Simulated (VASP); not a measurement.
# SiC35 (a cell with a defect) (Graphite 2H): single point with PBE

The system is SiC35 (a cell with a defect) (Graphite 2H).

```
C Si
1.0
     7.41000    0.00000    0.00000
    -3.70500    6.41725    0.00000
     0.00000    0.00000    6.79000
C Si
35 1
Direct
  0.98852 0.97704 0.02245
  0.98852 0.34481 0.02245
  0.99962 0.66648 0.97238
  0.33363 0.99970 0.99483
  0.35629 0.34481 0.02245
  0.33363 0.66727 0.99483
  0.66607 0.99970 0.99483
  0.66685 0.33371 0.97238
  0.66685 0.66648 0.97238
  0.99975 0.99949 0.50792
  0.99975 0.33359 0.50792
  0.99995 0.66664 0.50264
  0.33357 0.99976 0.50292
  0.33384 0.33359 0.50792
  0.33357 0.66715 0.50292
  0.66619 0.99976 0.50292
  0.66669 0.33338 0.50264
  0.66669 0.66664 0.50264
  0.11004 0.55943 0.99237
  0.11004 0.88394 0.99237
  0.44939 0.22330 0.99237
  0.44939 0.55943 0.99237
  0.44444 0.88889 0.98994
  0.77391 0.22330 0.99237
  0.77778 0.55556 0.97092
  0.77391 0.88394 0.99237
  0.22240 0.11093 0.50706
  0.22240 0.44481 0.50706
  0.22231 0.77782 0.50228
  0.55551 0.11103 0.50228
  0.55588 0.44461 0.50351
  0.55551 0.77782 0.50228
  0.88852 0.11093 0.50706
  0.88873 0.44461 0.50351
  0.88873 0.77745 0.50351
  0.11111 0.22222 0.12690
```

```json
{"Program": "VASP 6.6.1", "Task": "single point", "Functional": "PBE", "Potentials or basis": "VASP PAW PBE potentials, release 64 (C, Si)", "Cutoff": "520 eV", "k mesh": "3 × 3 × 3", "Occupations": "fermi-dirac, width 0.01 eV", "Spin": "no spin polarisation", "Dipole correction": "no", "Further INCAR settings": "LREAL = Auto; ALGO = Fast; EDIFF = 1e-06; NBANDS = 96"}
```

```
Pressure               : 7.5 GPa
Largest force          : 0.015 eV/Å
Band gap on the k mesh : 0.10 eV, indirect (least direct gap 0.12 eV)
```

Forces on the atoms (eV/Å):
```
C    0.000  0.007  0.004
C    0.006 -0.004  0.004
C   -0.011 -0.006 -0.009
C    0.000  0.000  0.000
C   -0.006 -0.004  0.004
C    0.000  0.000  0.000
C    0.000  0.000  0.000
C    0.000  0.012 -0.009
C    0.011 -0.006 -0.009
C    0.000  0.003  0.007
C    0.003 -0.002  0.007
C    0.002  0.001 -0.002
C    0.001  0.000 -0.004
C   -0.003 -0.002  0.007
C    0.000  0.001 -0.004
C   -0.001  0.000 -0.004
C    0.000 -0.002 -0.002
C   -0.002  0.001 -0.002
C    0.012  0.006  0.001
C    0.011  0.008  0.001
C   -0.001 -0.014  0.001
C   -0.012  0.006  0.001
C    0.000  0.000 -0.005
C    0.001 -0.014  0.001
C    0.000  0.000 -0.004
C   -0.011  0.008  0.001
C    0.002 -0.001  0.003
C    0.000  0.002  0.003
C   -0.001 -0.001  0.005
C    0.000  0.001  0.005
C    0.000  0.000 -0.003
C    0.001 -0.001  0.005
C   -0.002 -0.001  0.003
C    0.000  0.000 -0.003
C    0.000  0.000 -0.003
Si   0.000  0.000 -0.001
```

Stress tensor (GPa, compression positive):
```
9.46 0.00 0.00
0.00 9.46 0.00
0.00 0.00 3.50
```

Levels at points of the mesh, in eV from the valence-band top:
```tsv
k point	band 68	band 69	band 70	band 71	band 72	band 73	band 74	band 75	band 76	band 77
(0.00, 0.00, 0.00)	-2.13	-0.43	-0.43	-0.03	-0.03	0.10	0.10	0.79	0.79	2.76
```

Wall time 5 min on 1 thread of Intel(R) Xeon(R) Platinum 8488C (Sapphire Rapids), with other jobs on the host, peak memory 0.44 GiB.

A hybrid or GW would open this gap; PBE tends to underestimate it.
